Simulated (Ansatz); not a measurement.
# Cd (P-1) in Ansatz: convergence with k mesh

Aim: find how far k mesh must go before the results for Cd settle, at PBE. This setting moves, with any that are tied to it; all else stays.

Everything below comes from runs of Ansatz 0.2.0. Logs are shortened: lines on timing, memory, paths and dates and some standing lists are left out, and cuts for length are marked.

## (1) The cell of the first run

The typed cell holds 1 atom: a = 3.000 Å, b = 3.085 Å, c = 3.094 Å, α = 62.93°, β = 64.12°, γ = 64.31°.

This isn't the form of Cd at room conditions, which is hcp.

The cell isn't the ideal one: cell strained at random at fixed volume.

## (2) With k mesh 3 × 3 × 3

input.yaml reads:

```yaml
crystal:
  lattice:
    - [1.579008, 0.904491, 2.385311]
    - [-1.659993, 0.898919, 2.440592]
    - [-0.045318, -1.893479, 2.447092]
  atoms:
    - { symbol: Cd, position: [-0.00029, -0.000245, 0.011729] }
hamiltonian:
  xc: pbe
  pseudopotentials: { kind: nc, accuracy: standard }
kpoints:
  mp_grid: { grid: [3, 3, 3] }
scf:
  occupations: { method: gaussian, width: 0.1 }
output:
  forces: true
  stress: true
  eigenvalues: true
```

Potentials or basis: PseudoDojo standard (PBE files).

Command:

```bash
$ ansatz run input.yaml --threads 2 --pin off --max-ram 5632MiB --backend cpu --events-out ev --progress --plain --runs-dir out
```

Wall time 3 s (2 threads of AMD EPYC (Zen 3), shared host); peak memory 0.3 GiB.

Results:

- Free energy: -4770.8719 eV
- Pressure: 5.3 GPa
- Band gap on the k mesh: 1.33 eV, indirect (least direct gap 1.39 eV)

## (3) With k mesh 4 × 4 × 4

input.yaml, as its differences from that of step 2:

```diff
@@ -11,3 +11,3 @@
 kpoints:
-  mp_grid: { grid: [3, 3, 3] }
+  mp_grid: { grid: [4, 4, 4] }
 scf:
```

Potentials or basis: PseudoDojo standard (PBE files).

Command:

```bash
$ ansatz run input.yaml --threads 2 --pin off --max-ram 5632MiB --backend cpu --events-out ev --progress --plain --runs-dir out
```

Wall time 4.3 s (2 threads of AMD EPYC (Zen 3), shared host); peak memory 0.33 GiB.

What came out:

```yaml
Free_energy: -4771.2159 eV
Pressure: 1.7 GPa
Band_gap_on_the_k_mesh: none (metal or under the smearing width)
```

## (4) With k mesh 5 × 5 × 5

input.yaml, as its differences from that of step 3:

```diff
@@ -11,3 +11,3 @@
 kpoints:
-  mp_grid: { grid: [4, 4, 4] }
+  mp_grid: { grid: [5, 5, 5] }
 scf:
```

Command:

```bash
$ ansatz run input.yaml --threads 2 --pin off --max-ram 5632MiB --backend cpu --events-out ev --progress --plain --runs-dir out
```

It took 6.6 s on 2 threads of AMD EPYC (Zen 3), shared host; peak memory 0.38 GiB.

What came out:

```yaml
Free_energy: -4771.0315 eV
Pressure: 2.7 GPa
Band_gap_on_the_k_mesh: none (metal or under the smearing width)
```

## (5) With k mesh 6 × 6 × 6

input.yaml, as its differences from that of step 4:

```diff
@@ -11,3 +11,3 @@
 kpoints:
-  mp_grid: { grid: [5, 5, 5] }
+  mp_grid: { grid: [6, 6, 6] }
 scf:
```

Command:

```bash
$ ansatz run input.yaml --threads 2 --pin off --max-ram 5632MiB --backend cpu --events-out ev --progress --plain --runs-dir out
```

Run time: 10 s. Hardware: 2 threads of AMD EPYC (Zen 3), shared host; peak memory 0.42 GiB.

Results:

```yaml
Free_energy: -4771.0108 eV
Pressure: 3.3 GPa
Band_gap_on_the_k_mesh: none (metal or under the smearing width)
```

## (6) With k mesh 7 × 7 × 7

input.yaml, as its differences from that of step 5:

```diff
@@ -11,3 +11,3 @@
 kpoints:
-  mp_grid: { grid: [6, 6, 6] }
+  mp_grid: { grid: [7, 7, 7] }
 scf:
```

Potentials or basis: PseudoDojo standard (PBE files).

Command:

```bash
$ ansatz run input.yaml --threads 2 --pin off --max-ram 5632MiB --backend cpu --events-out ev --progress --plain --runs-dir out
```

It took 14 s on 2 threads of AMD EPYC (Zen 3), shared host; peak memory 0.48 GiB.

Results (log left out):

```
Free energy            : -4771.0707 eV
Pressure               : 1.8 GPa
Band gap on the k mesh : none (metal or under the smearing width)
```

## (7) With k mesh 9 × 9 × 9

input.yaml, as its differences from that of step 6:

```diff
@@ -11,3 +11,3 @@
 kpoints:
-  mp_grid: { grid: [7, 7, 7] }
+  mp_grid: { grid: [9, 9, 9] }
 scf:
```

Command:

```bash
$ ansatz run input.yaml --threads 2 --pin off --max-ram 5632MiB --backend cpu --events-out ev --progress --plain --runs-dir out
```

It took 32 s on 2 threads of AMD EPYC (Zen 3), shared host; peak memory 0.67 GiB.

The run converged. Its results:

```
Free energy            : -4771.0553 eV
Pressure               : 2.4 GPa
Band gap on the k mesh : none (metal or under the smearing width)
```

## (8) With k mesh 12 × 11 × 11

input.yaml, as its differences from that of step 7:

```diff
@@ -11,3 +11,3 @@
 kpoints:
-  mp_grid: { grid: [9, 9, 9] }
+  mp_grid: { grid: [12, 11, 11] }
 scf:
```

Command:

```bash
$ ansatz run input.yaml --threads 2 --pin off --max-ram 5632MiB --backend cpu --events-out ev --progress --plain --runs-dir out
```

Wall time 68 s (2 threads of AMD EPYC (Zen 3), shared host); peak memory 1 GiB.

Results (log left out):

* Free energy: -4771.0572 eV
* Pressure: 2.3 GPa
* Band gap on the k mesh: none (metal or under the smearing width)

## (9) With k mesh 14 × 14 × 14

input.yaml, as its differences from that of step 8:

```diff
@@ -11,3 +11,3 @@
 kpoints:
-  mp_grid: { grid: [12, 11, 11] }
+  mp_grid: { grid: [14, 14, 14] }
 scf:
```

Potentials or basis: PseudoDojo standard (PBE files).

Command:

```bash
$ ansatz run input.yaml --threads 2 --pin off --max-ram 5632MiB --backend cpu --events-out ev --progress --plain --runs-dir out
```

It took 1.8 min on 2 threads of AMD EPYC (Zen 3), shared host; peak memory 1.6 GiB.

It converged, with:

| Quantity | Value |
| --- | --- |
| Free energy | -4771.0567 eV |
| Pressure | 2.3 GPa |
| Band gap on the k mesh | none (metal or under the smearing width) |

## (10) With k mesh 17 × 16 × 16

input.yaml, as its differences from that of step 9:

```diff
@@ -11,3 +11,3 @@
 kpoints:
-  mp_grid: { grid: [14, 14, 14] }
+  mp_grid: { grid: [17, 16, 16] }
 scf:
```

Potentials or basis: PseudoDojo standard (PBE files).

Command:

```bash
$ ansatz run input.yaml --threads 2 --pin off --max-ram 5632MiB --backend cpu --events-out ev --progress --plain --runs-dir out
```

What it wrote:

```text
Warning: RAYON_NUM_THREADS=2 ignored (pool sized by the plan → 2); use --threads N
Engine: ansatz 0.2.0, x86_64-unknown-linux-gnu
Pseudopotentials: kind: nc
Pseudopotential: Cd, nc, valence charge 20, recommended cutoff 1387.780699 eV (normal), Cd.nc.azcp (PseudoDojo's, or run here from an input of PseudoDojo's; its table is named by hamiltonian.pseudopotentials.accuracy)
Functional definition: PBE
  parameter kappa = 0.804
  parameter beta = 0.06672455060314922
  exchange = pbe_x(kappa = kappa, mu = beta*pi^2/3)
  correlation = pbe_c(beta = beta)
Crystal: 1 atoms, lattice volume = 21.939 Å³
Basis set: ecut = 1387.780699 eV, 2579 PW (Γ), exchange–correlation on 80×80×80 points (8 copies of the dense FFT grid, shifted against one another)
Bands: 14, of which v1, the nominal top of the filled ones, is band 10 counted from 1 (9 counted from 0)
Symmetry: 2 space group operations
Space group: P-1 (ITA 2), of the structure as read, at distance tolerance 2.8e-5 Å
k-points: 2178 of 4352
Non-local potential: Cd, projectors of the file, l = 0: 2, l = 1: 2, l = 2: 2
Initial density: superposition of atomic densities (chi_scale 0.1, normalization cell)
Initial wavefunctions: pseudopotential atomic-orbital guess
Functional: x = pbe(κ = 0.804, μ = 0.2195149727645171), c = pbe(β = 0.06672455060314922)
SCF iter   1: F=—  HF=-4771.105040 eV  |F-HF|=—  |Δ(HF+E_count)|=         —  Δρ=2.55e-2  dr2=1.86e-1  ethr=3.10e-3  ⟨swp⟩=5.6  Hψ=184990  notcnv=0
preconditioner: auto → none  [metal: Δε(μ)=0.005 eV  Ē_g=16.002 eV  σ=0.100 eV  W_gap=0.03  n_scr=8 (ndim 8)  ℏωp=27.5 eV  f_vac=0.000  D(μ)=0.38/eV (n_scr^D=0)  sad-step TF]
SCF iter   2: F=—  HF=-4771.066549 eV  |F-HF|=—  |Δ(HF+E_count)|=   3.85e-2  Δρ=1.46e-2  dr2=5.19e-2  ethr=9.30e-4  ⟨swp⟩=2.1  Hψ=56348  notcnv=0  defer=23
SCF iter   3: F=—  HF=-4771.059265 eV  |F-HF|=—  |Δ(HF+E_count)|=   7.28e-3  Δρ=4.58e-3  dr2=3.27e-3  ethr=2.60e-4  ⟨swp⟩=2.7  Hψ=51941  notcnv=0  defer=23
SCF iter   4: F=—  HF=-4771.058643 eV  |F-HF|=—  |Δ(HF+E_count)|=   6.22e-4  Δρ=5.68e-4  dr2=1.90e-5  ethr=1.64e-5  ⟨swp⟩=2.0  Hψ=63109  notcnv=0  defer=23
SCF iter   5: F=—  HF=-4771.058661 eV  |F-HF|=—  |Δ(HF+E_count)|=   1.75e-5  Δρ=2.57e-5  dr2=7.86e-8  ethr=5.00e-10  ⟨swp⟩=8.4  Hψ=230228  notcnv=0
SCF iter   6: F=-4771.058661 eV  HF=-4771.058661 eV  |F-HF|=6.93e-10  |Δ(HF+E_count)|=   1.01e-8  Δρ=3.14e-6  dr2=4.33e-10  ethr=3.93e-10  ⟨swp⟩=4.0  Hψ=132542  notcnv=0
SCF 1 converged in 6 iterations: F = -4771.058661 eV  dr2 = 4.33e-10
SCF converged after 6 iterations
Free energy (F): -4771.058661 eV
Harris-Foulkes:  -4771.058661 eV  (|F-HF|=6.93e-10)
Internal energy: -4771.056719 eV  (E = F + TS)
E sigma→0 (E₀):  -4771.057690 eV
Entropy (-TS):   -0.001942 eV (-1.942 meV/atom)
Fermi energy:    14.460242 eV
--- Per-component energies (eV) ---
  E_band       = -396.829992
  E_kinetic    = 1669.883587
  E_local      = -4250.611121  (includes V_loc(G=0)·N_el)
  E_nonlocal   = 116.705889
  E_hartree    = 1320.474563
  E_xc         = -659.144616
  E_vxc        = -573.757785  (∫ρ·V_xc dr)
  E_ewald      = -2968.365020
  E_smearing   = -0.001942  (= −TS)
  E_closure    = -0.000000  (closes the sum)
  Σ components = -4771.058661   (vs F -4771.058661, Δ=0.00e0)
--- Forces (eV/Å), atoms counted from 1 ---
  atom   1  Cd     0.00000000     0.00000000     0.00000000
  max |Σ_I F_I| component: 0.00e0 eV/Å
--- Stress (GPa, compression-positive) ---
        2.082670      -0.246725       0.684560
       -0.246725       2.399761       0.451593
        0.684560       0.451593       2.181160
  P = ⅓ Tr σ = 2.2212 GPa (22.212 kbar)
--- Band table (eV; the first three rows and the last of 2178) ---
  k-point 0: bands = ["-88.5578", "-49.5872", "-49.5838", "-49.5771", "5.1811", "5.2584", "5.5115", "5.7685", "5.7868", "5.8730", "27.3108", "27.9775", "28.6701", "31.6274"]
  k-point 1: bands = ["-88.5577", "-49.5880", "-49.5841", "-49.5775", "5.1809", "5.2597", "5.5303", "5.7862", "5.8606", "5.8723", "26.5104", "27.6238", "28.5662", "31.3710"]
  k-point 2: bands = ["-88.5575", "-49.5906", "-49.5847", "-49.5784", "5.1654", "5.2594", "5.5762", "5.7909", "5.8657", "6.1642", "24.4491", "27.4800", "28.4224", "31.0359"]
  k-point 2177: bands = ["-88.5550", "-49.6203", "-49.5895", "-49.5862", "4.8929", "5.2680", "5.4796", "6.0369", "6.1979", "12.2513", "13.1465", "26.3556", "26.5342", "26.8663"]
```

It took 2.8 min on 2 threads of AMD EPYC (Zen 3), shared host; peak memory 2.4 GiB.

What came out:

| Quantity | Value |
| --- | --- |
| Free energy | -4771.0587 eV |
| Pressure | 2.2 GPa |
| Band gap on the k mesh | none (metal or under the smearing width) |

## (11) The series at a glance

```tsv
k mesh	energy less the tightest run, at zero smearing (meV/atom)	pressure (GPa)	gap on the mesh (eV)	SCF cycles	CPU time (s)	peak memory (GiB)
3 × 3 × 3	185.78	5.25	1.331	7	3.8	0.3
4 × 4 × 4	-156.51	1.72	0.000	7	6.5	0.33
5 × 5 × 5	27.53	2.71	0.000	7	10	0.38
6 × 6 × 6	47.75	3.28	0.000	6	19	0.42
7 × 7 × 7	-11.56	1.82	0.000	7	26	0.48
9 × 9 × 9	3.34	2.40	0.000	6	61	0.67
12 × 11 × 11	1.58	2.26	0.000	6	130	1
14 × 14 × 14	2.01	2.26	0.000	6	210	1.6
17 × 16 × 16	0.00	2.22	0.000	6	320	2.4
```

Against the tightest run, the pressure stays within 0.1 GPa from 12 × 11 × 11 on; the gap on the mesh stays within 0.01 eV from 4 × 4 × 4 on. Not settled before the last step: the energy (to 1 meV/atom). Meshes of other sizes hit other points, so gaps and Fermi surfaces needn't settle smoothly. The tightest run that finished is the yardstick and may itself not be fully converged.
